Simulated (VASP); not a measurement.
Write the native input for VASP 6.6.1 that does the following.

- Task: dielectric tensor
- Functional: HSE06
- Potentials or basis: VASP PAW PBE potentials, release 64 (Ca_sv, F)
- Cutoff: 520 eV
- k mesh: 5 × 5 × 5
- Occupations: gaussian, width 0.02 eV
- Spin: no spin polarisation
- Grid for exact exchange (PRECFOCK): Fast
- Screening parameter: 0.2 1/A
- Further INCAR settings: ALGO = Normal; EDIFF = 1e-08

The system is CaF2 (Fluorite).

```
Ca F
1.0
     0.00000    2.73100    2.73100
     2.73100    0.00000    2.73100
     2.73100    2.73100    0.00000
Ca F
1 2
Cartesian
  0.0000 0.0000 0.0000
  1.3655 1.3655 1.3655
  4.0965 4.0965 4.0965
```

One way to write it, as run:

POSCAR

```
CaF2
1.0
    0.0000000000      2.7310000000      2.7310000000
    2.7310000000      0.0000000000      2.7310000000
    2.7310000000      2.7310000000      0.0000000000
Ca F
1 2
Direct
    0.0000000000      0.0000000000      0.0000000000
    0.2500000000      0.2500000000      0.2500000000
    0.7500000000      0.7500000000      0.7500000000
```

INCAR.step1

```
SYSTEM = CaF2
PREC     = Accurate       ! precision mode
ENCUT    = 520            ! plane-wave cutoff, eV
ISMEAR   = 0              ! smearing method
SIGMA    = 0.02           ! smearing width, eV
LREAL    = .False.        ! projectors in reciprocal space
LASPH    = .True.         ! aspherical terms in the spheres
NELM     = 60             ! most SCF steps
ALGO     = Normal         ! electronic algorithm
ISIF     = 2              ! what is computed and relaxed
LWAVE    = .True.         ! write WAVECAR
LCHARG   = .False.        ! write CHGCAR
GGA      = PE             ! functional
EDIFF    = 1E-5           ! SCF threshold, eV
KPAR     = 4
```

INCAR.step2

```
SYSTEM = CaF2
PREC     = Accurate       ! precision mode
ENCUT    = 520            ! plane-wave cutoff, eV
EDIFF    = 1E-8           ! SCF threshold, eV
ISMEAR   = 0              ! smearing method
SIGMA    = 0.02           ! smearing width, eV
LREAL    = .False.        ! projectors in reciprocal space
LASPH    = .True.         ! aspherical terms in the spheres
NELM     = 60             ! most SCF steps
ALGO     = Normal         ! electronic algorithm
ISIF     = 2              ! what is computed and relaxed
LWAVE    = .False.        ! write WAVECAR
LCHARG   = .False.        ! write CHGCAR
GGA      = PE             ! functional
LHFCALC  = .True.         ! exact exchange
HFSCREEN = 0.2            ! screening, 1/A
PRECFOCK = Fast         
LCALCEPS = .True.       
ISTART   = 1            
KPAR     = 4
```

KPOINTS

```
Automatic mesh
0
Gamma
  5 5 5
  0 0 0
```

Potentials or basis: VASP PAW PBE potentials, release 64 (Ca_sv, F).

The run is started by

```bash
$ cat potpaw_PBE.64/Ca_sv/POTCAR potpaw_PBE.64/F/POTCAR > POTCAR
$ cp INCAR.step1 INCAR
$ mpirun -np 4 vasp_std > vasp.out
$ cp INCAR.step2 INCAR
$ mpirun -np 4 vasp_std > vasp.out
```

Results of the run:

* Band gap on the k mesh: 9.43 eV, indirect (least direct gap 9.63 eV)
* Electronic dielectric tensor (diagonal): 2.09
* Born charges (mean of the diagonal): Ca +2.35; F -1.18 e

Caveat: an odd mesh through Γ misses points on the zone boundary, where band edges often lie.

Run time: 40 min on 4 MPI ranks on Intel(R) Xeon(R) Platinum 8559C (Emerald Rapids), with other jobs on the host, peak memory 0.37 GiB a rank.
